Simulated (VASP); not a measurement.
**Band-edge properties of PbO (F-43m)**

The runs below take PbO at its given cell and follow the band edges through several levels. The cell is generated by rule, not measured, and may not be a known phase.

Calculated with VASP 6.6.1; PBE; plane waves and PAW (Pb_d, O), in the first sound run; inputs show where later runs differ.

The structure was built from a prototype and need not be the compound's stable phase.

## Step 1: Set-up

Symmetry: F-43m, No. 216, cubic system. Conventional cell: a = 4.965 Å, b = 4.965 Å, c = 4.965 Å, α = 90.00°, β = 90.00°, γ = 90.00°. Nearest to Pb lie 4 O at 2.15 Å. Nearest to O lie 4 Pb at 2.15 Å. Farther neighbours and most contacts between anions are not listed.

Structure file:

```xyz
2
Lattice="0.0000 2.4826 2.4826 2.4826 0.0000 2.4826 2.4826 2.4826 0.0000" Properties=species:S:1:pos:R:3 pbc="T T T"
Pb    0.0000    0.0000    0.0000
O     1.2413    1.2413    1.2413
```

## Step 2: Relaxation of the atoms

The cell is kept as given; the atoms are relaxed first, so that no residual force shifts the band edges.

The input, INCAR:

```
SYSTEM = PbO
PREC = Accurate
ENCUT = 520
EDIFF = 1E-06
NELM = 100
ISMEAR = 0
SIGMA = 0.02
LREAL = .FALSE.
ALGO = Normal
GGA = PE
NBANDS = 16
LORBIT = 11
LWAVE = .FALSE.
LCHARG = .FALSE.
KPAR = 4
IBRION = 2
NSW = 40
ISIF = 2
EDIFFG = -0.005
```

The input, POSCAR:

```
PbO
1.0
    0.0000000000      2.4826100000      2.4826100000
    2.4826100000      0.0000000000      2.4826100000
    2.4826100000      2.4826100000      0.0000000000
Pb O
1 1
Direct
    0.0000000000      0.0000000000      0.0000000000
    0.2500000000      0.2500000000      0.2500000000
```

The input, KPOINTS:

```
Automatic mesh
0
Gamma
10 10 10
0 0 0
```

PAW data sets: Pb_d and O (PBE family, release 64).

The run is started by

```
$ mpirun -np 4 vasp_std
```

Output:

```text
[banner, memory and clock lines left out]
running    4 mpi-ranks, on    1 nodes
 distrk:  each k-point on    1 cores,    4 groups
 distr:  one band on    1 cores,    1 groups

 POSCAR found type information on POSCAR PbO
 POSCAR found :  2 types and       2 ions
 LDA part: xc-table for (Slater+PW92), standard interpolation
 POSCAR, INCAR and KPOINTS ok, starting setup
 FFT: planning ... GRIDC
 FFT: planning ... GRID_SOFT
 FFT: planning ... GRID
 WAVECAR not read
 entering main loop
       N       E                     dE             d eps       ncg     rms          rms(c)
DAV:   1     0.174275228311E+03    0.17428E+03   -0.10750E+04  1520   0.156E+03
DAV:   2     0.522174353817E+00   -0.17375E+03   -0.16741E+03  1624   0.386E+02
DAV:   3    -0.106302786874E+02   -0.11152E+02   -0.11112E+02  1944   0.103E+02
DAV:   4    -0.108288071079E+02   -0.19853E+00   -0.19850E+00  1784   0.147E+01
DAV:   5    -0.108364855468E+02   -0.76784E-02   -0.76783E-02  2208   0.277E+00    0.916E+00
DAV:   6    -0.860639998466E+01    0.22301E+01   -0.12427E+01  2280   0.397E+01    0.328E+00
DAV:   7    -0.853147657835E+01    0.74923E-01   -0.10701E+00  1920   0.939E+00    0.133E+00
DAV:   8    -0.852697520593E+01    0.45014E-02   -0.16977E-01  1728   0.419E+00    0.822E-01
DAV:   9    -0.851912090763E+01    0.78543E-02   -0.21315E-02  2080   0.176E+00    0.204E-01
DAV:  10    -0.851892412791E+01    0.19678E-03   -0.20146E-03  1880   0.442E-01    0.288E-02
DAV:  11    -0.851896364682E+01   -0.39519E-04   -0.11026E-04  1952   0.811E-02    0.173E-02
DAV:  12    -0.851896336426E+01    0.28257E-06   -0.20291E-05  2232   0.735E-02    0.560E-03
DAV:  13    -0.851896266686E+01    0.69739E-06   -0.17782E-06  1712   0.115E-02
   1 F= -.85189627E+01 E0= -.85189087E+01  d E =-.851896E+01
 curvature:   0.00 expect dE= 0.000E+00 dE for cont linesearch  0.000E+00
 trial: gam= 0.00000 g(F)=  0.241E-46 g(S)=  0.000E+00 ort = 0.000E+00 (trialstep = 0.100E+01)
 search vector abs. value=  0.100E-09
 reached required accuracy - stopping structural energy minimisation
```

The job ended after 3.8 s (4 MPI ranks of Intel Xeon 6975P-C (Granite Rapids), shared host; peak memory 0.63 GiB).

The logs omit lines about the potential files and the build; timing stands in the text.

OUTCAR, selected parts (step 2):

```text
ion  position               nearest neighbor table
   1  0.000  0.000  0.000-   2 2.15   2 2.15   2 2.15   2 2.15
   2  0.250  0.250  0.250-   1 2.15   1 2.15   1 2.15   1 2.15

  LATTYP: Found a face centered cubic cell.
 ALAT       =     4.9652200000

 Subroutine GETGRP returns: Found 24 space group operations
 (whereof 24 operations were pure point group operations)

The static configuration has the point symmetry T_d .

 Found     47 irreducible k-points:

   k-points           NKPTS =     47   k-points in BZ     NKDIM =     47   number of bands    NBANDS=     16

   dimension x,y,z NGX =    28 NGY =   28 NGZ =   28
   dimension x,y,z NGXF=    56 NGYF=   56 NGZF=   56

   ENCUT  =  520.0 eV  38.22 Ry    6.18 a.u.   6.53  6.53  6.53*2*pi/ulx,y,z

   NELECT =      20.0000    total number of electrons

 k-points in reciprocal lattice and weights: Automatic mesh
   0.00000000  0.00000000  0.00000000       0.001
   0.10000000  0.00000000  0.00000000       0.008
   0.20000000  0.00000000  0.00000000       0.008
   0.30000000  0.00000000  0.00000000       0.008
   0.40000000  0.00000000  0.00000000       0.008
   0.50000000  0.00000000  0.00000000       0.004
   0.10000000  0.10000000  0.00000000       0.006
   0.20000000  0.10000000  0.00000000       0.024
   0.30000000  0.10000000  0.00000000       0.024
[...]
-0.30000000  0.40000000  0.20000000       0.024
  -0.30000000  0.50000000  0.20000000       0.012

 average (electrostatic) potential at core
       1 -87.9865       2 -67.0908

 E-fermi :   9.8396

 k-point     1 :       0.0000    0.0000    0.0000
  band No.  band energies     occupation
    ...
      6      -7.5630      2.00000
      7       2.3020      2.00000
      8       5.4448      2.00000
      9       5.4448      2.00000
     10       5.4448      2.00000
     11      15.8239      0.00000
     12      15.8239      0.00000
     13      15.8239      0.00000
     14      20.1821      0.00000
     15      22.5009      0.00000
    ...

 k-point     2 :       0.1000    0.0000    0.0000
  band No.  band energies     occupation
    ...
      6      -7.5644      2.00000
      7       2.0654      2.00000
      8       5.3651      2.00000
      9       5.3651      2.00000
     10       5.5920      2.00000
     11      14.7603      0.00000
     12      15.9072      0.00000
     13      15.9072      0.00000
     14      20.8272      0.00000
     15      22.0849      0.00000
    ...

 k-point     3 :       0.2000    0.0000    0.0000
  band No.  band energies     occupation
    ...
      6      -7.5586      2.00000
      7       1.3939      2.00000
      8       5.1595      2.00000
      9       5.1595      2.00000
     10       5.9733      2.00000
     11      13.2117      0.00000
     12      16.0615      0.00000
     13      16.0615      0.00000
     14      19.9229      0.00000
     15      21.9005      0.00000
    ...

  Total       10.4277173     10.4277173     10.4277173     -0.0000000      0.0000000     -0.0000000
  in kB      545.9392672    545.9392672    545.9392672     -0.0000000      0.0000000     -0.0000000
  external PRESSURE =     545.9392672 kB  Pullay stress =       0.0000000 kB

  energy-cutoff  :      520.00
  volume of cell :       30.60
      direct lattice vectors                 reciprocal lattice vectors
     0.000000000  2.482610000  2.482610000    -0.201400945  0.201400945  0.201400945
     2.482610000  0.000000000  2.482610000     0.201400945 -0.201400945  0.201400945
     2.482610000  2.482610000  0.000000000     0.201400945  0.201400945 -0.201400945

 POSITION                                       TOTAL-FORCE (eV/Angst)
 -----------------------------------------------------------------------------------
      0.00000      0.00000      0.00000        -0.000000     -0.000000     -0.000000
      1.24131      1.24131      1.24131         0.000000      0.000000      0.000000
 -----------------------------------------------------------------------------------
    total drift:                                0.000000      0.000000      0.000000

  FREE ENERGIE OF THE ION-ELECTRON SYSTEM (eV)
  ---------------------------------------------------
  free  energy   TOTEN  =        -8.5189626669 eV

  energy  without entropy=       -8.5188547565  energy(sigma->0) =       -8.51890871

 reached required accuracy - stopping structural energy minimisation

 total charge
# of ion       s       p       d       tot
------------------------------------------
    1        1.414   0.795   9.924  12.134
    2        1.639   3.450   0.000   5.089
--------------------------------------------------
tot          3.053   4.246   9.924  17.223

[... 3 further parts left out ...]
```

CONTCAR:

```
PbO
   1.00000000000000
     0.0000000000000000    2.4826100000000002    2.4826100000000002
     2.4826100000000002    0.0000000000000000    2.4826100000000002
     2.4826100000000002    2.4826100000000002    0.0000000000000000
  Pb              O
     1     1
Direct
     0.0000000000000000    0.0000000000000000    0.0000000000000000
     0.2500000000000000    0.2500000000000000    0.2500000000000000
```

The run keeps the 24 symmetry operations of its start, so it cannot find a distortion of lower symmetry.

The forces vanish from the start, and no atom moves.

Numbers from this step:

* SCF cycles: 13
* electrons: 20
* bands: 16
* irreducible k-points: 47
* symmetry operations: 24
* free energy (TOTEN): -8.519 eV
* energy at zero smearing: -8.519 eV
* Fermi energy: 9.840 eV
* pressure: 54.59 GPa
* metallic: yes

## Step 3: Bands on a dense mesh

A dense even mesh and a path are solved together, since either alone can miss a band edge.

Edit INCAR of step 2 so:

```diff
@@ -10,3 +10,3 @@
 GGA = PE
-NBANDS = 16
+NBANDS = 22
 LORBIT = 11
@@ -15,5 +15,2 @@
 KPAR = 4
-IBRION = 2
-NSW = 40
 ISIF = 2
-EDIFFG = -0.005
```

POSCAR is that of step 2.

The input, KPOINTS:

```
Automatic mesh
0
Gamma
14 14 14
0 0 0
```

The input, KPOINTS_OPT:

```
Line mode
24
Line-mode
Reciprocal
  0.00000000   0.00000000   0.00000000 GAMMA
  0.50000000   0.00000000   0.50000000 X

  0.50000000   0.00000000   0.50000000 X
  0.50000000   0.25000000   0.75000000 W

  0.50000000   0.25000000   0.75000000 W
  0.37500000   0.37500000   0.75000000 K

  0.37500000   0.37500000   0.75000000 K
  0.00000000   0.00000000   0.00000000 GAMMA

  0.00000000   0.00000000   0.00000000 GAMMA
  0.50000000   0.50000000   0.50000000 L

  0.50000000   0.50000000   0.50000000 L
  0.62500000   0.25000000   0.62500000 U

  0.62500000   0.25000000   0.62500000 U
  0.50000000   0.25000000   0.75000000 W

  0.50000000   0.25000000   0.75000000 W
  0.50000000   0.50000000   0.50000000 L

  0.50000000   0.50000000   0.50000000 L
  0.37500000   0.37500000   0.75000000 K

  0.62500000   0.25000000   0.62500000 U
  0.50000000   0.00000000   0.50000000 X
```

The run is started by

```
$ mpirun -np 4 vasp_std
```

Output:

```text
[... set-up lines as in an earlier step ...]
 entering main loop
       N       E                     dE             d eps       ncg     rms          rms(c)
DAV:   1     0.188455575969E+03    0.18846E+03   -0.97259E+03  4800   0.114E+03
DAV:   2     0.435535343455E+01   -0.18410E+03   -0.17120E+03  4836   0.340E+02
DAV:   3    -0.104834545977E+02   -0.14839E+02   -0.14701E+02  5456   0.923E+01
DAV:   4    -0.108268295269E+02   -0.34337E+00   -0.34317E+00  5436   0.138E+01
DAV:   5    -0.108364241175E+02   -0.95946E-02   -0.95940E-02  6026   0.238E+00    0.916E+00
DAV:   6    -0.861035176928E+01    0.22261E+01   -0.95573E+00  6938   0.289E+01    0.324E+00
DAV:   7    -0.853207339604E+01    0.78278E-01   -0.90514E-01  5612   0.684E+00    0.134E+00
DAV:   8    -0.852920538022E+01    0.28680E-02   -0.16751E-01  5584   0.303E+00    0.978E-01
DAV:   9    -0.851890143205E+01    0.10304E-01   -0.15396E-02  5778   0.105E+00    0.232E-01
DAV:  10    -0.851843033538E+01    0.47110E-03   -0.99800E-04  5686   0.222E-01    0.503E-02
DAV:  11    -0.851844835073E+01   -0.18015E-04   -0.99319E-05  5266   0.603E-02    0.157E-02
DAV:  12    -0.851844864452E+01   -0.29379E-06   -0.95877E-06  5566   0.310E-02
   1 F= -.85184486E+01 E0= -.85184159E+01  d E =-.654483E-04
 Start KPOINTS_OPT (optional k-point list driver)
k-point batch [1-104\240]
       N       E                     dE             ncg
DAV:   1     0.136394309756E+05   -0.48129E+05     4804
DAV:   2    -0.525274503763E+04   -0.18892E+05     4878
DAV:   3    -0.677555902216E+04   -0.15228E+04     5506
DAV:   4    -0.681152889073E+04   -0.35970E+02     5368
DAV:   5    -0.681254769970E+04   -0.10188E+01     6116
DAV:   6    -0.681258372723E+04   -0.36028E-01     5840
DAV:   7    -0.681258506027E+04   -0.13330E-02     6468
DAV:   8    -0.681258507683E+04   -0.16567E-04     4292
DAV:   9    -0.681258507751E+04   -0.67462E-06     3722
[...]
k-point batch [209-240\240]
       N       E                     dE             ncg
DAV:   1     0.615589902145E+05   -0.22588E+05     1524
DAV:   2     0.560123665702E+05   -0.55466E+04     1464
DAV:   3     0.555456714220E+05   -0.46670E+03     1792
DAV:   4     0.555342627053E+05   -0.11409E+02     1736
DAV:   5     0.555339569466E+05   -0.30576E+00     1900
DAV:   6     0.555339438995E+05   -0.13047E-01     1956
DAV:   7     0.555339435698E+05   -0.32965E-03     1974
DAV:   8     0.555339435667E+05   -0.31625E-05     1352
DAV:   9     0.555339435666E+05   -0.11166E-06     1226
```

Run time: 17 s. Hardware: 4 MPI ranks; peak memory 0.95 GiB.

OUTCAR, selected parts (step 3):

```text
The static configuration has the point symmetry T_d .

 Found    104 irreducible k-points:

   k-points           NKPTS =    104   k-points in BZ     NKDIM =    104   number of bands    NBANDS=     22

   NELECT =      20.0000    total number of electrons

 E-fermi :   9.8763

 k-point     1 :       0.0000    0.0000    0.0000
  band No.  band energies     occupation
    ...
      6      -7.5605      2.00000
      7       2.3053      2.00000
      8       5.4541      2.00000
      9       5.4541      2.00000
     10       5.4541      2.00000
     11      15.8251      0.00000
     12      15.8251      0.00000
     13      15.8251      0.00000
     14      20.1826      0.00000
     15      22.5017      0.00000
    ...

 k-point     2 :       0.0714    0.0000    0.0000
  band No.  band energies     occupation
    ...
      6      -7.5614      2.00000
      7       2.1842      2.00000
      8       5.4126      2.00000
      9       5.4126      2.00000
     10       5.5301      2.00000
     11      15.2064      0.00000
     12      15.8699      0.00000
     13      15.8699      0.00000
     14      20.7481      0.00000
     15      21.9629      0.00000
    ...

  Total       10.4589410     10.4589410     10.4589410     -0.0000000      0.0000000     -0.0000000
  in kB      547.5739743    547.5739743    547.5739743     -0.0000000      0.0000000     -0.0000000
  external PRESSURE =     547.5739743 kB  Pullay stress =       0.0000000 kB

 POSITION                                       TOTAL-FORCE (eV/Angst)
 -----------------------------------------------------------------------------------
      0.00000      0.00000      0.00000         0.000000     -0.000000      0.000000
      1.24131      1.24131      1.24131        -0.000000      0.000000     -0.000000
 -----------------------------------------------------------------------------------
    total drift:                                0.000000      0.000000      0.000000

  FREE ENERGIE OF THE ION-ELECTRON SYSTEM (eV)
  ---------------------------------------------------
  free  energy   TOTEN  =        -8.5184486445 eV

  energy  without entropy=       -8.5183831962  energy(sigma->0) =       -8.51841592

 total charge
# of ion       s       p       d       tot
------------------------------------------
    1        1.416   0.795   9.924  12.135
    2        1.638   3.452   0.000   5.090
--------------------------------------------------
tot          3.054   4.246   9.924  17.225

[... 6 parts as in an earlier step ...]

[... 6 further parts left out ...]
```

This step gave:

```
SCF cycles           : 12
bands                : 22
irreducible k-points : 104
free energy (TOTEN)  : -8.518 eV
Fermi energy         : 9.876 eV
pressure             : 54.76 GPa
```

Electronic bands along the path, in eV, zero at the Fermi level; # counts the bands kept, so #1 is VASP's band 7:

```
          point      #1     #2     #3     #4     #5    #6    #7     #8
              Γ   -7.57  -4.42  -4.42  -4.42   5.95  5.95  5.95  10.31
0.52 of the way   -8.97  -5.57  -5.57  -2.59   2.00  6.19  6.19   7.09
              X  -10.29  -6.53  -6.53  -0.91  -0.08  5.53  6.85   6.85
0.52 of the way  -10.28  -6.87  -6.67  -0.02   0.09  5.12  5.32   8.26
              W  -10.27  -7.13  -6.80   0.04   1.46  3.63  4.94  10.07
0.48 of the way  -10.28  -7.27  -6.45  -0.11   1.04  3.93  5.45   9.21
              K  -10.29  -7.36  -6.10  -0.35   0.73  4.08  6.60   7.87
0.48 of the way   -9.33  -6.06  -4.91  -2.61   2.64  4.17  6.62  11.10
              Γ   -7.57  -4.42  -4.42  -4.42   5.95  5.95  5.95  10.31
0.48 of the way   -8.83  -4.80  -4.80  -3.72   2.85  6.23  6.23   9.72
              L  -10.71  -5.23  -5.23  -3.02   1.69  6.15  6.15   8.83
0.48 of the way  -10.50  -6.54  -5.54  -1.62   1.72  4.16  6.32   9.83
              U  -10.29  -7.36  -6.10  -0.35   0.73  4.08  6.60   7.87
0.48 of the way  -10.28  -7.28  -6.40  -0.14   0.99  3.96  5.55   9.08
              W  -10.27  -7.13  -6.80   0.04   1.46  3.63  4.94  10.07
0.48 of the way  -10.41  -6.86  -5.79  -1.13   1.74  3.72  6.10  10.08
              L  -10.71  -5.23  -5.23  -3.02   1.69  6.15  6.15   8.83
0.52 of the way  -10.46  -6.68  -5.58  -1.46   1.70  4.01  6.34   9.68
              K  -10.29  -7.36  -6.10  -0.35   0.73  4.08  6.60   7.87
      jump to U  -10.29  -7.36  -6.10  -0.35   0.73  4.08  6.60   7.87
0.52 of the way  -10.29  -6.85  -6.42  -0.52  -0.02  5.13  6.77   7.00
              X  -10.29  -6.53  -6.53  -0.91  -0.08  5.53  6.85   6.85
```

Of the projections kept (Pb, O), the largest for each band there; the rest of the weight can lie on other orbitals:

```csv
point,#1,#2,#3,#4,#5,#6,#7,#8
Γ,Pb 0.67,O 0.85,O 0.85,O 0.85,Pb 1.00,Pb 1.00,Pb 1.00,Pb 1.00
X,Pb 0.70,O 0.74,O 0.74,Pb 0.86,O 0.54,O 0.53,Pb 0.57,Pb 0.57
W,Pb 0.68,O 0.68,O 0.69,O 0.60,O 0.52,Pb 0.83,O 0.69,Pb 0.92
K,Pb 0.68,O 0.66,O 0.76,Pb 0.50,Pb 0.54,O 0.59,Pb 0.66,Pb 0.88
Γ,Pb 0.67,O 0.85,O 0.85,O 0.85,Pb 0.99,Pb 0.99,Pb 1.00,Pb 1.00
L,Pb 0.65,O 0.81,O 0.81,Pb 0.66,O 0.74,Pb 0.91,Pb 0.91,Pb 0.84
```

The electronic bands as a text plot (rows in eV, shown from -8.0 to 6.4 only):

```
    6.1 |*******   *    *      ***************       *******
    5.5 |       ****   *       *** *            *  **  * *      *
    4.9 | *         ***       *            *     **       *    *
    4.3 |               *    *  *   *       *  *      *       *
    3.7 |  *         *** *     *             ** ******     ***
    3.1 |   *             *** *      *
    2.5 |                   **        *
    1.9 |    *             *           ******       ********
    1.3 |     *      ***  *                  **  ***        *
    0.7 |      *    *   **                     **            *
    0.1 |       ********                         ***          ***
   -0.5 |         **    ***                   ***   *       ****
   -1.1 |       **         *                 *       *     *    *
   -1.7 |     **            *               *         *
   -2.3 |    *                             *              *
   -2.9 |                    **         ***            ***
   -3.5 |  **                  *      **
   -4.1 | *                     ** ***
   -4.7 |***                 **********
   -5.3 |   **             **  *       ******         *****
   -5.9 |     *         ***  **            * ***    **    ****
   -6.5 |      *********    *               *   ** * **       ***
   -7.1 |           *****  *                 ********      *****
   -7.7 |**              **     *****
         Γ       X    W  K        Γ      L     U  W     L   K|U X
```

At 54.8 GPa the cell is away from the equilibrium volume of this level: left free, it would expand.

(Continued in part 2 of 3.)

[Lines on the potential files, build, host, timing and source positions are cut from VASP's logs without a mark.]

[Logs are printed without paths, hosts, clocks, repeated set-up lines and the standing remarks that a program may print on its own settings, such as how far it seeks lower states.]

[Hosts, paths, dates, database ids (printed as entryN), source tags and the programs' standing remarks are cut or masked in the printed files.]

[In band tables of VASP the shares of atoms and orbitals are scaled to a sum of 1 inside the atoms' spheres.]

[Gaps and slopes under strain along one axis are those of the sampled path and mesh points; where strain splits equal valleys, another of them can be the edge.]
